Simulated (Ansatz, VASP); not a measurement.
# AlGaN2 (alpha-NaFeO2 type (invented)): VASP beside Ansatz, part 2 of 2

Wanted: the spread between two codes on one cell, functional and k mesh. The cell is generated by rule, not measured, and may not be a known phase. The cell is taken from a series of runs on this material, whose earlier steps may have relaxed, scaled, displaced or heated it; both programs get it as it stands.

VASP 6.6.1 and Ansatz 0.2.0.

So far: Starting point; VASP: relaxation of cell and atoms, PBEsol, pair 1; Ansatz: relaxation of cell and atoms, PBEsol, pair 1.

## 4. Comparison

Known differences besides the potentials themselves: fixed occupations in Ansatz, narrow Gaussian smearing in VASP; the cutoff is 420 eV in Ansatz and 600 eV in VASP; Ansatz makes its cores anew for this functional, VASP keeps those of its PBE data sets; Ansatz adds a Pulay correction to the stress that steers its cell, VASP none. Total energies have different zeros and are not compared.

Compared:

```tsv
quantity	Ansatz	VASP	difference
volume (Å³)	35.37	35.39	-0.06 %
edge a after relaxation, in the typed setting (Å)	5.065	5.066	-0.02 %
```

## 5. VASP: relaxation of cell and atoms, PBEsol, pair 2

The relaxed volume is the usual yardstick between codes: in a stiff, nearly cubic crystal its relative difference is about their pressure difference at one cell divided by the bulk modulus.

File INCAR:

```
SYSTEM = AlGaN2
PREC = Accurate
ENCUT = 600
EDIFF = 1E-07
NELM = 120
ISMEAR = 0
SIGMA = 0.02
LREAL = .FALSE.
ALGO = Normal
GGA = PS
NBANDS = 19
LORBIT = 11
LWAVE = .FALSE.
LCHARG = .FALSE.
ISIF = 3
IBRION = 2
NSW = 80
EDIFFG = -0.005
LASPH = .TRUE.
GGA_COMPAT = .FALSE.
NELMIN = 4
EFERMI = MIDGAP
KPAR = 2
```

File POSCAR:

```
AlGaN2
1.0
    1.4615910000      0.8438500000      4.7742110000
   -1.4615910000      0.8438500000      4.7742110000
    0.0000000000     -1.6877000000      4.7742110000
Al Ga N
1 1 2
Direct
    0.0000000000      0.0000000000      0.0000000000
    0.4999999651      0.4999999651      0.4999999651
    0.2533942607      0.2533942607      0.2533942607
    0.7466056695      0.7466056695      0.7466056695
```

File KPOINTS:

```
Automatic mesh
0
Gamma
9 9 9
0 0 0
```

The projector-augmented-wave data sets are Al, Ga_d and N (PBE family, release 64).

Launch:

```bash
> mpirun -np 2 vasp_std
```

Numbers of over 12 decimals in the logs are rounded to 6 here.

What it wrote:

```text
[banner, memory and clock lines left out]
running    2 mpi-ranks, on    1 nodes
[...]
[... a notice as in an earlier step ...]

 LDA part: xc-table for (Slater+PW92), standard interpolation
 POSCAR, INCAR and KPOINTS ok, starting setup
[...]
entering main loop
       N       E                     dE             d eps       ncg     rms          rms(c)
DAV:   1     0.193597613013E+03    0.19360E+03   -0.13835E+04  3458   0.235E+03
DAV:   2    -0.982630133876E+01   -0.20342E+03   -0.19348E+03  3584   0.469E+02
DAV:   3    -0.304550012076E+02   -0.20629E+02   -0.20365E+02  3829   0.126E+02
DAV:   4    -0.310317671160E+02   -0.57677E+00   -0.57545E+00  4340   0.214E+01
[...]
DAV:  13    -0.276103688242E+02   -0.30596E-06   -0.19380E-06  3844   0.123E-02    0.435E-03
DAV:  14    -0.276103685908E+02    0.23344E-06   -0.31393E-07  3095   0.417E-03    0.128E-03
DAV:  15    -0.276103685499E+02    0.40919E-07   -0.36250E-08  2230   0.166E-03
   1 F= -.27610369E+02 E0= -.27610369E+02  d E =-.276104E+02
[... from here on, the cycles between the ionic steps are left out ...]
   2 F= -.27610400E+02 E0= -.27610400E+02  d E =-.311652E-04
   3 F= -.27610446E+02 E0= -.27610446E+02  d E =-.772562E-04
   4 F= -.27610445E+02 E0= -.27610445E+02  d E =-.767247E-04
   5 F= -.27610446E+02 E0= -.27610446E+02  d E =-.771325E-04
   6 F= -.27610450E+02 E0= -.27610450E+02  d E =-.433512E-05
 trial-energy change:   -0.000004  1 .order   -0.000004   -0.000010    0.000002
 step:   0.7681(harm=  0.7349)  dis= 0.00038  next Energy=   -27.610450 (dE=-0.453E-05)
 reached required accuracy - stopping structural energy minimisation
```

From OUTCAR (step 5):

```text
  Total        0.0010644      0.0010644      0.0033588      0.0000000     -0.0000000      0.0000000
  in kB        0.0482038      0.0482038      0.1521133      0.0000000     -0.0000000      0.0000000
  external PRESSURE =       0.0828403 kB  Pullay stress =       0.0000000 kB

 POSITION                                       TOTAL-FORCE (eV/Angst)
 -----------------------------------------------------------------------------------
     -0.00000      0.00000      0.00000         0.000000     -0.000000     -0.000000
     -0.00000      0.00000      7.16384         0.000000     -0.000000     -0.000000
     -0.00000      0.00000      3.63180         0.000000     -0.000000     -0.002270
     -0.00000      0.00000     10.69589        -0.000000      0.000000      0.002270
 -----------------------------------------------------------------------------------
    total drift:                               -0.000000     -0.000000      0.000757

  FREE ENERGIE OF THE ION-ELECTRON SYSTEM (eV)
  ---------------------------------------------------
  free  energy   TOTEN  =       -27.6104500175 eV

  energy  without entropy=      -27.6104500175  energy(sigma->0) =      -27.61045002

[... 2 parts as in an earlier step ...]

[... 2 further parts left out ...]
[key lines of the parts left out:]
E-fermi :   9.9686
```

## 6. Ansatz: relaxation of cell and atoms, PBEsol, pair 2

The same cell, functional, mesh and smearing now go to Ansatz, which takes its cutoff from its data sets.

The cell is taken from a series of runs on this material, whose earlier steps may have relaxed, scaled, displaced or heated it; both programs get it as it stands.

File input.yaml:

```yaml
crystal:
  lattice:
    - [1.4615909913, 0.8438499523, 4.7742105674]
    - [-1.4615909913, 0.8438499523, 4.7742105674]
    - [0.0, -1.6876999046, 4.7742105674]
  atoms:
    - { symbol: Al, position: [1.0, 0.0, 0.0] }
    - { symbol: Ga, position: [0.5, 0.5, 0.5] }
    - { symbol: "N", position: [0.253394255, 0.253394255, 0.253394255] }
    - { symbol: "N", position: [0.746605745, 0.746605745, 0.746605745] }
kpoints:
  mp_grid: { grid: [9, 9, 9] }
hamiltonian:
  xc: pbesol
scf:
  occupations: { method: gaussian, width: 0.02 }
output:
  forces: true
  stress: true
  eigenvalues: true
relax:
  adjacent_minimum: "off"
  f_tol: 0.005
  max_steps: 80
  cell: { stress_tol: 0.05 }
```

Launch:

```bash
> ansatz run input.yaml --threads 2 --pin off --max-ram 5120MiB --backend cpu --events-out ev --progress --plain --runs-dir out
```

What it wrote:

```text
[...]
Crystal: 4 atoms, lattice volume = 35.330 Å³
Basis set: ecut = 420 eV, 675 PW (Γ), FFT grids on a1−a3, a2−a3, a3, exchange–correlation on 40×40×72 points (8 copies of the dense FFT grid, shifted against one another)
Bands: 17, of which v1, the nominal top of the filled ones, is band 13 counted from 1 (12 counted from 0)
Symmetry: 12 space group operations
[...]
--- Relaxed structure (4 steps of the walk, 4 accepted, 1 SCFs on fresh bases) ---
[...]
cell:  # Å, volume = 35.3662 Å³
    - [1.462151, 0.844174, 4.775431]
    - [-1.462151, 0.844174, 4.775431]
    - [0, -1.688347, 4.775431]
  atoms:
    - { symbol: Al, position: [1.0, 0.0, 5.551115123125783e-17] }
    - { symbol: Ga, position: [0.500000, 0.500000, 0.5] }
    - { symbol: N, position: [0.253404, 0.253404, 0.253404] }
    - { symbol: N, position: [0.746596, 0.746596, 0.746596] }
[key lines of the parts left out:]
SCF converged after 8 iterations
Free energy (F): -5027.644607 eV
Fermi energy:    13.380739 eV
P = ⅓ Tr σ = 0.0040 GPa (0.040 kbar)
```

## 7. Differences

Both answers:

```tsv
quantity	Ansatz	VASP	difference
volume (Å³)	35.37	35.38	-0.03 %
edge a after relaxation, in the typed setting (Å)	5.065	5.066	-0.01 %
```

## 8. VASP: zone-centre phonons, PBEsol

Second derivatives magnify differences that forces hide, and they need a tight electronic threshold.

File INCAR:

```
SYSTEM = AlGaN2
PREC = Accurate
ENCUT = 600
EDIFF = 1E-08
NELM = 120
ISMEAR = 0
SIGMA = 0.01
LREAL = .FALSE.
ALGO = Normal
GGA = PS
NBANDS = 19
LORBIT = 11
LWAVE = .FALSE.
LCHARG = .FALSE.
ISIF = 2
IBRION = 8
LEPSILON = .TRUE.
LASPH = .TRUE.
GGA_COMPAT = .FALSE.
EFERMI = MIDGAP
KPAR = 2
```

File POSCAR:

```
AlGaN2
1.0
    1.4621514193      0.8441735155      4.7754313566
   -1.4621514193      0.8441735155      4.7754313566
    0.0000000000     -1.6883470310      4.7754313566
Al Ga N
1 1 2
Direct
    0.0000000000      0.0000000000      0.0000000000
    0.5000000000      0.5000000000      0.5000000000
    0.2534041610      0.2534041610      0.2534041610
    0.7465958390      0.7465958390      0.7465958390
```

KPOINTS is that of step 5.

Launch:

```bash
> mpirun -np 2 vasp_std
```

What it wrote:

```text
[... set-up lines as in an earlier step ...]
 entering main loop
       N       E                     dE             d eps       ncg     rms          rms(c)
DAV:   1     0.195411404836E+03    0.19541E+03   -0.13904E+04  3410   0.235E+03
DAV:   2    -0.798350325966E+01   -0.20339E+03   -0.19364E+03  3521   0.475E+02
DAV:   3    -0.303609347928E+02   -0.22377E+02   -0.21880E+02  3812   0.128E+02
DAV:   4    -0.310269526127E+02   -0.66602E+00   -0.66440E+00  4309   0.228E+01
[...]
DAV:  14    -0.276105117563E+02    0.23697E-06   -0.37907E-07  4014   0.460E-03    0.112E-03
DAV:  15    -0.276105117225E+02    0.33762E-07   -0.30816E-08  4021   0.134E-03    0.376E-04
DAV:  16    -0.276105117162E+02    0.63446E-08   -0.11343E-09  2271   0.339E-04
   1 F= -.27610512E+02 E0= -.27610512E+02  d E =0.000000E+00
 Linear response reoptimize wavefunctions to high precision
DAV:   1    -0.276105117197E+02   -0.35361E-08   -0.16428E-09  2306   0.325E-04
DAV:   2    -0.276105117197E+02   -0.50022E-10   -0.26936E-10  2176   0.177E-04
 Linear response G [H, r] |phi>, progress :
  Direction:   1
[...]
RMM:  12    -0.233871097259E+00    0.15508E-08   -0.32198E-08 31725   0.123E-04    0.582E-07
 first order change of Fermi-energy  -0.90925E-04
 force on displaced ion       3 direction 1 :  -5.518   0.003  -0.001
 Born effective charge ion    3 direction 1 :  -3.233   0.000  -0.000
 Linear response progress:
  Degree of freedom:   6/  6
       N       E                     dE             d eps       ncg     rms          rms(c)
RMM:   1    -0.253050475666E+00   -0.25305E+00    0.17619E-01  7531   0.330E+00
RMM:   2    -0.249749705746E+00    0.33008E-02   -0.93700E-03  6079   0.846E-01    0.159E-01
RMM:   3    -0.250366633342E+00   -0.61693E-03   -0.24082E-03  6453   0.354E-01    0.708E-02
RMM:   4    -0.251375505711E+00   -0.10089E-02   -0.64095E-04  6626   0.149E-01    0.230E-02
[...]
RMM:  11    -0.251657326468E+00   -0.11340E-07   -0.53501E-08  7076   0.189E-04    0.961E-06
RMM:  12    -0.251657271321E+00    0.55147E-07   -0.54678E-08  6936   0.145E-04    0.431E-06
RMM:  13    -0.251657265658E+00    0.56626E-08   -0.75615E-08  7259   0.123E-04    0.152E-06
 first order change of Fermi-energy  -0.98693E+00
 force on displaced ion       3 direction 3 :   0.000   0.000 -14.472
 Born effective charge ion    3 direction 3 :   0.000   0.000  -3.218
 Born effective charges drift removed
 Linear response finished
```

OUTCAR, selected parts (step 8):

```text
 POSITION                                       TOTAL-FORCE (eV/Angst)
 -----------------------------------------------------------------------------------
      0.00000      0.00000      0.00000         0.000000      0.000000      0.000000
      0.00000      0.00000      7.16315        -0.000000     -0.000000      0.000000
      0.00000      0.00000      3.63034         0.000000     -0.000000      0.024414
      0.00000      0.00000     10.69595         0.000000      0.000000     -0.024414
 -----------------------------------------------------------------------------------
    total drift:                                0.000000      0.000000      0.000000

 MACROSCOPIC STATIC DIELECTRIC TENSOR (including local field effects in DFT)
 ------------------------------------------------------
           6.321129     0.000000     0.000000
           0.000000     6.321129     0.000000
           0.000000    -0.000000     6.350991
 ------------------------------------------------------

 MACROSCOPIC STATIC DIELECTRIC TENSOR IONIC CONTRIBUTION
 ------------------------------------------------------
          24.387495     0.000000     0.000000
           0.000000    24.387495    -0.000000
           0.000000    -0.000000    22.126483
 ------------------------------------------------------

[... 1 part as in an earlier step ...]
```

## 9. Ansatz: zone-centre phonons, PBEsol

The same cell, functional and mesh now go to Ansatz, which takes its cutoff from its data sets.

The cell is taken from a series of runs on this material, whose earlier steps may have relaxed, scaled, displaced or heated it; both programs get it as it stands.

File input.yaml:

```yaml
crystal:
  lattice:
    - [1.4621514193, 0.8441735155, 4.7754313566]
    - [-1.4621514193, 0.8441735155, 4.7754313566]
    - [0.0, -1.688347031, 4.7754313566]
  atoms:
    - { symbol: Al, position: [1.0, 0.0, 0.0] }
    - { symbol: Ga, position: [0.5, 0.5, 0.5] }
    - { symbol: "N", position: [0.253404161, 0.253404161, 0.253404161] }
    - { symbol: "N", position: [0.746595839, 0.746595839, 0.746595839] }
kpoints:
  mp_grid: { grid: [9, 9, 9] }
hamiltonian:
  xc: pbesol
scf:
  occupations: { method: fixed }
output:
  eigenvalues: true
phonons:
  method: dfpt
  dielectric: true
  rigid_motions: translations
```

Launch:

```bash
> ansatz run input.yaml --threads 2 --pin off --max-ram 5120MiB --backend cpu --events-out ev --progress --plain --runs-dir out
```

What it wrote:

```text
[...]
Crystal: 4 atoms, lattice volume = 35.366 Å³
Basis set: ecut = 420 eV, 675 PW (Γ), exchange–correlation on 72×72×72 points (8 copies of the dense FFT grid, shifted against one another)
Bands: 17, of which v1, the nominal top of the filled ones, is band 13 counted from 1 (12 counted from 0)
Symmetry: 12 space group operations
k-points: 205 of 729 (irreducible under 2 space group operations, time reversal used)
[...]
optical modes at Γ + LO–TO along q̂ = [1.0000, 0.0000, 0.0000]:
      ω (cm⁻¹)  modes    IR ((D/Å)²/amu)
[...]
optical modes at Γ + LO–TO along q̂ = [0.0000, 1.0000, 0.0000]:
      ω (cm⁻¹)  modes    IR ((D/Å)²/amu)
[...]
optical modes at Γ + LO–TO along q̂ = [0.0000, 0.0000, 1.0000]:
      ω (cm⁻¹)  modes    IR ((D/Å)²/amu)
[...]
377.25      2            85.4252
        499.11      1             1.4553
        684.46      1             0.0000
        775.72      1            46.2179
[key lines of the parts left out:]
SCF converged after 8 iterations
Free energy (F): -5027.644607 eV
Fermi energy:    12.116960 eV
```

## 10. Side by side

What differs besides the data sets and the points named for the pairs above, as far as they apply: VASP's response is taken on the typed mesh, Ansatz refines its own for the field response alone. Total energies have different zeros and are not compared.

Compared:

```tsv
quantity	Ansatz	VASP	difference
ε∞ xx	6.36	6.32	+0.63 %
ε∞ yy	6.36	6.32	+0.63 %
ε∞ zz	6.41	6.35	+0.96 %
Born charge of Al1 (mean of the diagonal) (e)	3.22	3.19	+0.03
Born charge of Ga2 (mean of the diagonal) (e)	3.26	3.26	+0.01
Born charge of N3 (mean of the diagonal) (e)	-3.24	-3.23	-0.02
optical mode 1 to 2 (cm⁻¹)	197.0	195.3	+0.90 %
optical mode 3 (cm⁻¹)	341.9	341.4	+0.12 %
optical mode 4 to 5 (cm⁻¹)	351.3	350.8	+0.13 %
optical mode 6 to 7 (cm⁻¹)	377.2	378.3	-0.27 %
optical mode 8 (cm⁻¹)	534.4	536.1	-0.32 %
optical mode 9 (cm⁻¹)	684.5	684.8	-0.05 %
```

Modes are paired by rising frequency, not by their patterns, so a pair may set unlike modes beside each other; they are those without the splitting of longitudinal modes.

## 11. What came out

```
difference in volume (relaxation of cell and atoms, PBEsol, pair 1)                                                  : -0.064 %
difference in volume (relaxation of cell and atoms, PBEsol, pair 2)                                                  : -0.032 %
r.m.s. difference of the optical zone-centre modes, each program's sorted by frequency (zone-centre phonons, PBEsol) : 1.1 cm⁻¹
difference in ε∞ zz (zone-centre phonons, PBEsol)                                                                    : +1.0 %
```

The difference in volume is -0.064 % (relaxation of cell and atoms, PBEsol, pair 1), within the 1.2 % picked in this series as the mark of a large difference, as far as the stopping tolerances let one tell. Among the rows given in per cent, the largest difference of the zone-centre phonons, PBEsol pair is in ε∞ zz, +1.0 %. 1 further run of this series is not shown here. How closely two codes agree says nothing of how well the functional describes the real material.

[Lines on the potential files, build, host, timing and source positions are cut from VASP's logs without a mark.]

[Logs are printed without paths, hosts, clocks, repeated set-up lines and the standing remarks that a program may print on its own settings, such as how far it seeks lower states.]

[Hosts, paths, dates, database ids (printed as entryN), source tags and the programs' standing remarks are cut or masked in the printed files.]
